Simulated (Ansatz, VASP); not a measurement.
Two plane-wave programs on Au

Contents of POSCAR:

```
Au
1.0
    0.0000000000      2.0615246536      2.0615246536
    2.0615246536      0.0000000000      2.0615246536
    2.0615246536      2.0615246536      0.0000000000
Au
1
Direct
    0.0000000000      0.0000000000      0.0000000000
```

Contents of INCAR.step1:

```
SYSTEM = Au
ALGO     = Normal         ! electronic algorithm
EDIFF    = 1E-4           ! SCF threshold, eV
ENCUT    = 520            ! plane-wave cutoff, eV
GGA      = PE             ! functional
ISMEAR   = -1             ! smearing method
LASPH    = .True.         ! aspherical terms in the spheres
LCHARG   = .False.        ! write CHGCAR
LREAL    = .False.        ! projectors in reciprocal space
LWAVE    = .True.         ! write WAVECAR
NBANDS   = 12             ! bands
NELM     = 60             ! most SCF steps
PREC     = Accurate       ! precision mode
SIGMA    = 0.1            ! smearing width, eV
```

File INCAR.step2:

```
SYSTEM = Au
ALGO     = Normal         ! electronic algorithm
EDIFF    = 1E-6           ! SCF threshold, eV
ENCUT    = 520            ! plane-wave cutoff, eV
ISIF     = 2              ! what is computed and relaxed
ISMEAR   = -1             ! smearing method
ISTART   = 1            
LASPH    = .True.         ! aspherical terms in the spheres
LCHARG   = .True.         ! write CHGCAR
LELF     = .True.         ! ELF
LMIXTAU  = .True.       
LREAL    = .False.        ! projectors in reciprocal space
LVHAR    = .True.       
LWAVE    = .False.        ! write WAVECAR
METAGGA  = R2SCAN         ! meta-GGA
NBANDS   = 12             ! bands
NELM     = 60             ! most SCF steps
PREC     = Accurate       ! precision mode
SIGMA    = 0.1            ! smearing width, eV
```

File KPOINTS:

```
k-points
0
Gamma
  11 11 11
  0 0 0
```

Input for Ansatz:

```yaml
crystal:
  lattice:
    - [0.0, 2.0615246536, 2.0615246536]
    - [2.0615246536, 0.0, 2.0615246536]
    - [2.0615246536, 2.0615246536, 0.0]
  atoms:
    - { symbol: Au, position: [0.0, 0.0, 0.0] }
hamiltonian:
  xc: r2scan
  pseudopotentials:
    kind: paw
    azcp:
      Au: "pseudopotentials/Au.paw.azcp"
basis:
  ecutwfc: 500
  fft_grid_basis: typed
kpoints:
  mp_grid: { grid: [11, 11, 11], shift: [0, 0, 0] }
magnetization:
  spin_polarized: false
scf:
  occupations: { method: fermi_dirac, width: 0.1 }
  lower_state_search: "off"
output:
  stress: true
```

Alike in both runs: task single point; functional r2SCAN; k mesh 11 × 11 × 11; occupations fermi-dirac, width 0.1 eV; no spin polarisation.

```csv
,VASP,Ansatz
version,VASP 6.6.1,Ansatz 0.2.0
potentials or method,"VASP PAW PBE potentials, release 64 (Au)","plane waves (500 eV) with PAW, scalar-relativistic"
plane-wave cutoff (eV),520,500
valence electrons in the cell,11,19
```

VASP gave:

| Property | Result |
| --- | --- |
| pressure (GPa) | 0.3 |

Estimate Ansatz's values.

pressure (GPa): 0.0.

The two sets of potentials don't hold the same shells in valence.

Caveats: the PAW data sets were made with another functional, which shifts forces and pressure a little (VASP). Spin-orbit coupling is left out, which matters for the levels of Au.
